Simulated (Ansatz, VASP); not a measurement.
BP in VASP and in Ansatz

INCAR

```
SYSTEM = BP
ALGO = Normal
EDIFF = 1E-7
ENCUT = 520
GGA = PE
ISIF = 2
ISMEAR = 0
LASPH = .TRUE.
LCHARG = .FALSE.
LREAL = .FALSE.
LWAVE = .FALSE.
NBANDS = 11
NELM = 80
PREC = Accurate
SIGMA = 0.022
```

The input KPOINTS:

```
k-points
0
G
  10 10 10
  0 0 0
```

Contents of POSCAR:

```
BP
1.0
    0.0000000000      2.2690000000      2.2690000000
    2.2690000000      0.0000000000      2.2690000000
    2.2690000000      2.2690000000      0.0000000000
P B
1 1
Direct
    0.7500000000      0.7500000000      0.7500000000
    0.0000000000      0.0000000000      0.0000000000
```

File input.yaml:

```yaml
crystal:
  lattice:
    - [0.0, 2.269, 2.269]
    - [2.269, 0.0, 2.269]
    - [2.269, 2.269, 0.0]
  atoms:
    - { symbol: P, position: [0.75, 0.75, 0.75] }
    - { symbol: B, position: [0.0, 0.0, 0.0] }
kpoints:
  mp_grid: { grid: [10, 10, 10] }
scf:
  occupations: { method: gaussian, width: 0.022 }
hamiltonian:
  xc: pbe
  pseudopotentials: { kind: all_electron, lapw: { basis_error: 0.001 } }
output:
  forces: true
  stress: true
  eigenvalues: true
```

Alike in both runs: task single point; functional PBE; k mesh 10 × 10 × 10; occupations gaussian, width 0.022 eV; no spin polarisation.

|  | VASP | Ansatz |
| --- | --- | --- |
| version | VASP 6.6.1 | Ansatz 0.2.0 |
| potentials or method | VASP PAW PBE potentials, release 64 (P, B) | all-electron LAPW, scalar-relativistic |
| plane-wave cutoff (eV) | 520 | see its input |

Ansatz gave:

```
gap on the k mesh at the Fermi level (eV) : 1.25
least direct gap on the mesh (eV)         : 3.41
pressure (GPa)                            : 1.1
```

Task: Estimate VASP's values.

Result: gap on the k mesh at the Fermi level (eV): 1.24; least direct gap on the mesh (eV): 3.40; pressure (GPa): 0.9.

Ansatz ran all-electron here, so the differences hold the error of VASP's frozen core and of both bases.

A k mesh can miss the band edges. Expect the measured gap to be larger: semilocal functionals such as PBE lack the derivative discontinuity.
